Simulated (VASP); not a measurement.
Write the native input for VASP 6.6.1 that does the following.

```yaml
Task: relaxation of cell and atoms
Functional: PBE
Potentials_or_basis: VASP PAW PBE potentials, release 64 (Ge_d, Pt)
Cutoff: 520 eV
k_mesh: 6 × 8 × 6
Occupations: gaussian, width 0.1 eV
Spin: no spin polarisation
Further_INCAR_settings: ALGO = Normal; EDIFF = 1e-06; IBRION = 2; EDIFFG = -0.01; NSW = 90; ISIF = 3
```

The structure of GePt lies in POSCAR:

```
GePt
1.0
    5.9030000000      0.0000000000      0.0000000000
    0.0000000000      3.7040000000      0.0000000000
    0.0000000000      0.0000000000      6.2060000000
Ge Pt
4 4
Direct
    0.6899457900      0.2500000000      0.5862874600
    0.8100542100      0.7500000000      0.0862874600
    0.3100542100      0.7500000000      0.4137125400
    0.1899457900      0.2500000000      0.9137125400
    0.9991106200      0.2500000000      0.3049468300
    0.5008893800      0.7500000000      0.8049468300
    0.0008893800      0.7500000000      0.6950531700
    0.4991106200      0.2500000000      0.1950531700
```

The cell was built by a generator and needn't be a form met in nature.

One way to write it, as run:

INCAR

```
SYSTEM = GePt
ALGO = Normal ; EDIFF = 1E-6
EDIFFG = -0.01 ; ENCUT = 520
GGA = PE ; IBRION = 2
ISIF = 3 ; ISMEAR = 0
KPAR = 4 ; LASPH = .TRUE.
LCHARG = .FALSE. ; LREAL = .FALSE.
LWAVE = .FALSE. ; NELM = 120
NSW = 90 ; PREC = Accurate
SIGMA = 0.1
```

KPOINTS

```
k-points
0
G
  6 8 6
  0 0 0
```

Potentials or basis: VASP PAW PBE potentials, release 64 (Ge_d, Pt).

Launch:

```console
$ cat potpaw_PBE.64/Ge_d/POTCAR potpaw_PBE.64/Pt/POTCAR > POTCAR
$ mpirun -np 4 vasp_std > vasp.out
```

It gave:

```yaml
Relaxed_volume: 16.87 Å³/atom
Relaxed_cell: a = 5.817 Å, b = 3.753 Å, c = 6.184 Å, α = 90.00°, β = 90.00°, γ = 90.00°
Space_group_after_relaxing_to_0.05_Å: Pnma (No. 62)
Energy_gained_by_relaxing: 2.2 meV/atom
Ionic_steps: 16
Pressure_after_relaxing: 0.0 GPa
Largest_force_after_relaxing: 0.009 eV/Å
Band_gap_on_the_k_mesh: none (metal or under the smearing width)
```

It took 9.9 min on 4 MPI ranks on AMD EPYC 9R45 96-Core Processor (Zen 5) (shared host), peak memory 0.56 GiB a rank.
